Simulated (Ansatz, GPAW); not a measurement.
Given: the input of a run of Ansatz 0.2.0 on CoO. 

File input.yaml:

```yaml
crystal:
  lattice:
    - [3.01439621, 0.0, 0.0]
    - [1.507198105, 2.6105436949, 0.0]
    - [1.507198105, 0.8701812316, 2.461244199]
  atoms:
    - { symbol: Co, position: [0.0, 0.0, 0.0], spin: 2.0 }
    - { symbol: O, position: [0.5, 0.5, 0.5] }
kpoints:
  mp_grid: { grid: [11, 11, 11] }
scf:
  occupations: { method: gaussian, width: 0.02 }
hamiltonian:
  xc: pbe
  pseudopotentials: { kind: all_electron, lapw: { basis_error: 0.001 } }
magnetization:
  spin_polarized: true
output:
  forces: true
  stress: true
  eigenvalues: true
```

Potentials or basis: all-electron LAPW, scalar-relativistic.

Command:

```sh
$ ansatz run input.yaml --threads 2 --pin off --max-ram 6144MiB --backend cpu --events-out ev --progress --plain --runs-dir out
```

Task: Translate it to GPAW 26.7.0 (ASE script). Potentials or basis there: GPAW PAW data sets (gpaw-data 1.2.1), cutoff 800 eV.

Result: As run (cutoffs and basis follow the program's own potentials, and thresholds, step limits or extra output files can differ):

File run.py:

```python
from ase.dft.bandgap import bandgap
from ase.io import read, write
from ase.units import GPa
from gpaw import GPAW, PW

atoms = read('POSCAR')
atoms.set_initial_magnetic_moments([2.0, 0.0])

calc = GPAW(mode=PW(800),
            xc='PBE',
            kpts={'size': (11, 11, 11), 'gamma': True},
            occupations={'name': 'methfessel-paxton', 'order': 0, 'width': 0.02},
            nbands=17,
            convergence={'density': 1e-05, 'energy': 1e-05},
            maxiter=150,
            txt='gpaw.txt')
atoms.calc = calc
energy = atoms.get_potential_energy()
forces = atoms.get_forces()
stress = atoms.get_stress()
calc.write('gs.gpw')
write('result.traj', atoms)
print(f'Energy: {energy:.6f} eV')
print('Forces (eV/A):')
print(forces.round(4))
print('Stress (GPa):', (stress / GPa).round(3))
print('Moments:', calc.get_magnetic_moments().round(3))
print('Fermi level:', round(calc.get_fermi_level(), 4), 'eV')
print(f'Gap: {bandgap(calc)[0]:.4f} eV, direct: {bandgap(calc, direct=True)[0]:.4f} eV')
```

The input POSCAR:

```
CoO
1.0
    3.0143962100      0.0000000000      0.0000000000
    1.5071981050      2.6105436949      0.0000000000
    1.5071981050      0.8701812316      2.4612441990
Co O
1 1
Direct
    0.0000000000      0.0000000000      0.0000000000
    0.5000000000      0.5000000000      0.5000000000
```

Potentials or basis: GPAW PAW data sets (gpaw-data 1.2.1), pw.

Command:

```console
$ OMP_NUM_THREADS=1 python run.py
```

Both were run:

|  | Ansatz | GPAW |
| --- | --- | --- |
| Pressure | -1.7 GPa | -1.1 GPa |
| Net moment | 2.98 μB per cell | 2.99 μB per cell |

Where Ansatz's input types no cutoff or centring, it takes its own default and a Γ-centred mesh.

The magnetic state is the one that the start led to; the real crystal's order can differ.

Pressure is positive in compression.
